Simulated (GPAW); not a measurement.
## B K-edge XANES of a BP monolayer

Which transitions of a BP monolayer are seen with the electric vector in the plane, and which normal to it?

Program: GPAW 26.7.0. Level of theory: X-ray absorption from dipole matrix elements to empty bands, plane-wave PAW PBE. Results are calculated unless marked as measured.

## Step 1: The starting structure

The cell holds 14 atoms: 7 B and 7 P. Its edges and angles: a = 8.493 Å, b = 8.493 Å, c = 10.400 Å, α = 90.0°, β = 90.0°, γ = 120.0°. It derives from BP. 14-site supercell of BP monolayer. Vacuum lies along c.

## Step 2: Relaxation

The cell was built by hand, so its atoms are relaxed first: near-edge features follow bond lengths closely.

relax.py reads:

```python
import numpy as np
from ase import Atoms
from ase.parallel import parprint, paropen
from gpaw import GPAW, PW, FermiDirac, Mixer, MixerDif, setup_paths
from ase.optimize import BFGS

atoms = Atoms('B7P7',
    cell=[[-8.025, 2.77994155, 0],
     [1.605, -8.33982464, 0],
     [0, 0, 10.4]],
    scaled_positions=[[0, 0, 0.5],
     [0.4285714, 0.1428571, 0.5],
     [0.8571429, 0.2857143, 0.5],
     [0.2857143, 0.4285714, 0.5],
     [0.7142857, 0.5714286, 0.5],
     [0.1428571, 0.7142857, 0.5],
     [0.5714286, 0.8571429, 0.5],
     [0.7619048, 0.8095238, 0.5],
     [0.1904762, 0.952381, 0.5],
     [0.6190476, 0.0952381, 0.5],
     [0.047619, 0.2380952, 0.5],
     [0.4761905, 0.3809524, 0.5],
     [0.9047619, 0.5238095, 0.5],
     [0.3333333, 0.6666667, 0.5]],
    pbc=True)
atoms.calc = GPAW(legacy_gpaw=True, mode=PW(400, force_complex_dtype=True), xc='PBE', setups={},
    kpts={'size': (3, 3, 1), 'gamma': True}, occupations=FermiDirac(0.08),
    charge=0, mixer=Mixer(0.05, 8, 50), maxiter=150,
    convergence={'density': 0.0001, 'eigenstates': 1e-6}, txt='relax.txt')
steps = []
opt = BFGS(atoms, logfile='-')
opt.attach(lambda: steps.append([atoms.get_potential_energy(), float(np.linalg.norm(atoms.get_forces(), axis=1).max())]))
done = opt.run(fmax=0.06, steps=35)
out = dict(done=bool(done), steps=steps, frac=atoms.get_scaled_positions().tolist())
import json
with paropen('out.json', 'w') as f:
    json.dump(out, f)
```

Started as:

```console
> OMP_NUM_THREADS=1 mpirun -n 4 gpaw python relax.py
```

Numbers of over 12 decimals in the logs are rounded to 6 here.

Output:

```text
Input parameters:
  convergence: {density: 0.0001,
                eigenstates: 1e-06}
  kpts: {gamma: True,
         size: (3, 3, 1)}
  maxiter: 150
  mixer: {backend: pulay,
          beta: 0.05,
          method: separate,
          nmaxold: 8,
          weight: 50}
  mode: {ecut: 400.0,
         force_complex_dtype: True,
         name: pw}
  occupations: {fixmagmom: False,
                name: fermi-dirac,
[...]
(s=0, k=4, n=27, [0.33, 0.33, 0.00]) -> (s=0, k=4, n=28, [0.33, 0.33, 0.00])
No difference between direct/indirect transitions

Forces in eV/Ang:
  0 B     0.00001   -0.00003    0.00000
  1 B    -0.00012    0.00016    0.00000
  2 B    -0.00009   -0.00024    0.00000
  3 B     0.00006    0.00031    0.00000
[...]
12 P    -0.00050    0.00020    0.00000
 13 P    -0.00001    0.00004    0.00000
Step     Time          Energy          fmax
BFGS:    0 23:15:54      -84.679457        0.000741
[key lines of the parts left out:]
Converged after 18 iterations.
Dipole moment: (6.108869, -7.053917, 0.000000) |e|*Ang
Free energy:    -84.679457
Fermi level: -1.37892
```

Run time: 27 s. Hardware: 4 MPI ranks of Arm Neoverse V1, shared host; peak memory 0.26 GiB; 1.8 min of CPU time.

The forces of the start geometry were already under the goal, so no step was taken.

## Step 3: Ground state of the crystal

A plain self-consistent run shows whether there is a gap, which decides the set-up of the core-hole run.

scf.py reads:

```python
import numpy as np
from ase import Atoms
from ase.parallel import parprint, paropen
from gpaw import GPAW, PW, FermiDirac, Mixer, MixerDif, setup_paths
from gpaw.test import gen
setup_paths.insert(0, '.')
gen('B', name='nch1s', xcname='PBE', corehole=(1, 0, 0), write_xml=True)
from gpaw.mpi import world
world.barrier()

atoms = Atoms('B7P7',
    cell=[[-8.025, 2.77994155, 0],
     [1.605, -8.33982464, 0],
     [0, 0, 10.4]],
    scaled_positions=[[0, 0, 0.5],
     [0.4285714, 0.1428571, 0.5],
     [0.8571429, 0.2857143, 0.5],
     [0.2857143, 0.4285714, 0.5],
     [0.7142857, 0.5714286, 0.5],
     [0.1428571, 0.7142857, 0.5],
     [0.5714286, 0.8571429, 0.5],
     [0.7619048, 0.8095238, 0.5],
     [0.1904762, 0.952381, 0.5],
     [0.6190476, 0.0952381, 0.5],
     [0.047619, 0.2380952, 0.5],
     [0.4761905, 0.3809524, 0.5],
     [0.9047619, 0.5238095, 0.5],
     [0.3333333, 0.6666667, 0.5]],
    pbc=True)
atoms.calc = calc = GPAW(legacy_gpaw=True, mode=PW(400, force_complex_dtype=True), xc='PBE', setups={0: 'nch1s'},
    kpts={'size': (3, 3, 1), 'gamma': True}, occupations=FermiDirac(0.05),
    charge=0, mixer=Mixer(0.05, 8, 50), maxiter=150,
    convergence={'density': 0.0001, 'eigenstates': 1e-6}, txt='scf.txt')
energy = atoms.get_potential_energy() + calc.get_reference_energy()
ef = calc.get_fermi_level()
out = dict(energy=energy, fermi=ef, forces=atoms.get_forces().tolist())
parprint(f'all-electron energy {energy:.4f} eV, Fermi level {ef:.4f} eV')
ev = np.array([[calc.get_eigenvalues(k, s) for k in range(len(calc.get_ibz_k_points()))] for s in range(calc.get_number_of_spins())])
out['homo'], out['lumo'], out['counts'] = ev[ev < ef].max(), ev[ev > ef].min(), sorted(set((ev < ef).sum((0, 2)).tolist()))
out['filled'] = (ev[:, 0] < ef).sum(1).tolist()
import json
with paropen('out.json', 'w') as f:
    json.dump(out, f)
```

Started as:

```console
> OMP_NUM_THREADS=1 mpirun -n 4 gpaw python scf.py
```

Output:

```text
Input parameters:
  convergence: {density: 0.0001,
                eigenstates: 1e-06}
  kpts: {gamma: True,
         size: (3, 3, 1)}
  maxiter: 150
  mixer: {backend: pulay,
          beta: 0.05,
          method: separate,
          nmaxold: 8,
          weight: 50}
  mode: {ecut: 400.0,
         force_complex_dtype: True,
         name: pw}
  occupations: {fixmagmom: False,
                name: fermi-dirac,
                width: 0.05}
  setups: {0: nch1s}
  xc: PBE

Initialize ...

[... PAW data sets ...]

Reference energy: -69806.822646  # eV

Spin-paired calculation

[... convergence settings ...]
Symmetries present (total): 2
  [... symmetry matrices ...]

9 k-points: 3 x 3 x 1 Monkhorst-Pack grid
5 k-points in the irreducible part of the Brillouin zone
       k-points in crystal coordinates                weights
   0:     0.00000000    0.00000000    0.00000000          1/9
   1:     0.00000000    0.33333333    0.00000000          2/9
   2:     0.33333333   -0.33333333    0.00000000          2/9
   3:     0.33333333    0.00000000    0.00000000          2/9
   4:     0.33333333    0.33333333    0.00000000          2/9

Wave functions: Plane wave expansion
  Cutoff energy: 400.000 eV
  Number of coefficients (min, max): 11766, 11788
  Pulay-stress correction: 0.000000 eV/Ang^3 (de/decut=0.000000)
  Using FFTW library
  Wavefunction extrapolation:
    Improved wavefunction reuse through dual PAW basis

Occupation numbers: Fermi-Dirac:
  width: 0.0500  # eV

Eigensolver
   Davidson(niter=2)

Densities:
  Coarse grid: 40*40*48 grid
  Fine grid: 80*80*96 grid
  Total Charge: 0.000000

Density mixing:
  Method: separate
  Backend: pulay
  Linear mixing parameter: 0.05
  old densities: 8
  Width of damping distribution: 1.1
  Damping of long wavelength oscillations: 50

[... Hamiltonian set-up ...]
Number of atoms: 14
Number of atomic orbitals: 56
Number of bands in calculation: 38
Number of valence electrons: 56
Bands to converge: occupied

... initialized

Initializing position-dependent things.

Density initialized from atomic densities
Creating initial wave functions:
  38 bands from LCAO basis set

            B    P  B       B

           P  B    P  B    P
             P       P
                B        B
                       P

Atomic positions and initial magnetic moments

Positions:
   0 B      0.000000    0.000000    5.200000    ( 0.0000,  0.0000,  0.0000)
   1 B     -3.210000    0.000000    5.200000    ( 0.0000,  0.0000,  0.0000)
   2 B     -6.420000    0.000000    5.200000    ( 0.0000,  0.0000,  0.0000)
   3 B     -1.605000   -2.779941    5.200000    ( 0.0000,  0.0000,  0.0000)
   4 B     -4.815000   -2.779942    5.200000    ( 0.0000,  0.0000,  0.0000)
   5 B      0.000000   -5.559883    5.200000    ( 0.0000,  0.0000,  0.0000)
   6 B     -3.210000   -5.559883    5.200000    ( 0.0000,  0.0000,  0.0000)
[...]
11 P     -3.210000   -1.853294    5.200000    ( 0.0000,  0.0000,  0.0000)
  12 P     -6.420000   -1.853294    5.200000    ( 0.0000,  0.0000,  0.0000)
  13 P     -1.605000   -4.633236    5.200000    ( 0.0000,  0.0000,  0.0000)

Unit cell:
           periodic     x           y           z      points  spacing
  1. axis:    yes   -8.025000    2.779942    0.000000    40     0.1839
  2. axis:    yes    1.605000   -8.339825    0.000000    40     0.1839
  3. axis:    yes    0.000000    0.000000   10.400000    48     0.2167

  Lengths:   8.492862   8.492862  10.400000
  Angles:   90.000000  90.000000 120.000000

Effective grid spacing dv^(1/3) = 0.2038

iter:   1   -88.592263
iter:   2   -88.449097   -0.60  -0.75
iter:   3   -85.966629   -1.23  -0.76
iter:   4   -84.977626   -1.46  -0.94
iter:   5   -84.685064   -1.65  -1.14
iter:   6   -84.875916   -2.06  -1.81
iter:   7   -84.771938   -2.91  -1.51
iter:   8   -84.678496   -2.59  -1.66
iter:   9   -84.679797   -3.41  -2.67
iter:  10   -84.679827c  -4.06  -2.61
iter:  11   -84.679129c  -4.65  -2.72
iter:  12   -84.679108c  -4.93  -3.26
iter:  13   -84.679103c  -5.67  -3.68
iter:  14   -84.679131c  -5.79  -3.89
iter:  15   -84.679107c  -5.71  -3.44
iter:  16   -84.679103c  -6.81c -3.79
iter:  17   -84.679101c  -6.99c -4.03c

Converged after 17 iterations.

Dipole moment: (6.108922, -7.053978, 0.000000) |e|*Ang

Energy contributions relative to reference atoms: (reference = -69806.822646)

Kinetic:        +96.362348
Potential:      -90.461524
External:        +0.000000
XC:             -90.419613
Entropy (-ST):   -0.000061
Local:           -0.160282
SIC:             +0.000000
--------------------------
Free energy:    -84.679132
Extrapolated:   -84.679101

Showing only first 2 kpts
 Kpt  Band  Eigenvalues  Occupancy
  0    26     -3.48992    2.00000
  0    27     -3.48990    2.00000
  0    28      1.13670    0.00000
  0    29      1.13671    0.00000

  1    26     -2.86623    2.00000
  1    27     -2.49663    2.00000
  1    28     -0.41774    0.00000
  1    29     -0.11034    0.00000

Fermi level: -1.37911

Gap: 0.889 eV
Transition (v -> c):
  (s=0, k=4, n=27, [0.33, 0.33, 0.00]) -> (s=0, k=4, n=28, [0.33, 0.33, 0.00])
No difference between direct/indirect transitions

Forces in eV/Ang:
  0 B     0.00001   -0.00003    0.00000
  1 B    -0.00002    0.00005    0.00000
  2 B    -0.00005   -0.00010    0.00000
  3 B     0.00005    0.00014    0.00000
  4 B     0.00007   -0.00005    0.00000
  5 B     0.00012   -0.00018    0.00000
  6 B    -0.00017   -0.00007    0.00000
[...]
11 P     0.00008   -0.00014    0.00000
 12 P    -0.00019    0.00005    0.00000
 13 P    -0.00001    0.00004    0.00000
Scalar-relativistic atomic PBE calculation for B (Boron, Z=5)
Core hole in 1s state (1s occupation: 2.0)
300 radial gridpoints.
|------------------------------------------------|
|------------------------------------------------|
[... the atom generator's iteration count ...]

Energy contributions:
-------------------------
Kinetic:      +24.518211
XC:            -3.799311
Potential:    -45.322190
-------------------------
Total:        -24.603290

state      eigenvalue         ekin         rmax
-----------------------------------------------
1s^2.0 :    -6.636470    10.846863        0.210
2s^2.0 :    -0.347030     1.046423        1.517
2p^1.0 :    -0.132526     0.731638        1.578
-----------------------------------------------
(units: Bohr and Hartree)

Generating PAW setup
Kinetic energy of the core from tauc = 21.700730
Cutoffs:
rc(s)=1.200
rc(p)=1.200
rc(d)=1.200
rc(vbar)=1.080
rc(comp)=1.200
rc(nct)=1.200

Kinetic energy of the core states: 21.693726
Charge: 0.0
Core electrons: 2.0
Valence electrons: 3.0
Pseudo-core charge: 0.111564
Shape function alpha=6.944
Pseudo-electron charge 3.104757
state    eigenvalue         norm
--------------------------------
2s(2) :    -0.347030     1.005232
*s    :     0.652970
2p(1) :    -0.132526     0.982729
*p    :     0.867474
*d    :     0.000000
--------------------------------

Diagonalizing with gridspacing h=0.050

state   all-electron     PAW
-------------------------------
2s:      -0.347030    -0.347449
2p:      -0.132526    -0.132867
*d:                    0.040435
*f:                    0.071313
-------------------------------
all-electron energy -69891.5017 eV, Fermi level -1.3791 eV
```

Elapsed: 25 s, on 4 MPI ranks; peak memory 0.26 GiB; 1.7 min of CPU time.

The mesh shows a gap of 0.89 eV. The excited electron is kept all the same, which keeps the cell neutral.

## Step 4: Cell without a hole, the energy reference

The photon energy needs a difference of total energies, so the cell and mesh of the coming hole run are first run without a hole.

scf.py, as its differences from that of step 3:

```diff
@@ -30,3 +30,3 @@
 atoms.calc = calc = GPAW(legacy_gpaw=True, mode=PW(400, force_complex_dtype=True), xc='PBE', setups={0: 'nch1s'},
-    kpts={'size': (3, 3, 1), 'gamma': True}, occupations=FermiDirac(0.05),
+    kpts={'size': (3, 3, 1), 'gamma': True}, occupations=FermiDirac(0.02),
     charge=0, mixer=Mixer(0.05, 8, 50), maxiter=150,
```

Output:

```text
Input parameters:
  convergence: {density: 0.0001,
                eigenstates: 1e-06}
  kpts: {gamma: True,
         size: (3, 3, 1)}
  maxiter: 150
  mixer: {backend: pulay,
          beta: 0.05,
          method: separate,
          nmaxold: 8,
          weight: 50}
  mode: {ecut: 400.0,
         force_complex_dtype: True,
         name: pw}
  occupations: {fixmagmom: False,
                name: fermi-dirac,
[...]
2s(2) :    -0.347030     1.005232
*s    :     0.652970
2p(1) :    -0.132526     0.982729
*p    :     0.867474
*d    :     0.000000
--------------------------------

Diagonalizing with gridspacing h=0.050

state   all-electron     PAW
-------------------------------
2s:      -0.347030    -0.347449
2p:      -0.132526    -0.132867
*d:                    0.040435
*f:                    0.071313
-------------------------------
all-electron energy -69891.5018 eV, Fermi level -1.3709 eV
[key lines of the parts left out:]
Converged after 17 iterations.
Dipole moment: (6.108790, -7.053826, 0.000000) |e|*Ang
Free energy:    -84.679126
Fermi level: -1.37090
```

Run time: 25 s. Hardware: 4 MPI ranks; peak memory 0.26 GiB; 1.7 min of CPU time.

Reference energy: -69891.502 eV with the cores included.

[end of part 1 of 3]

[Banner, clock and machine lines of the logs are left out without a mark of their own.]

[Logs are printed without paths, hosts, clocks, repeated set-up lines and the standing remarks that a program may print on its own settings, such as how far it seeks lower states.]

[Hosts, paths, dates, database ids (printed as entryN), source tags and the programs' standing remarks are cut or masked in the printed files.]

[Lists of maxima count a maximum above −3 eV only where it reaches 4 % of the highest in the window and stands out from its surroundings by 2 % of it (1.5 % where it reaches 55 %); shoulders and weaker maxima are passed over, and of the rest the first, up to two pre-edge ones and the few strongest are named.]
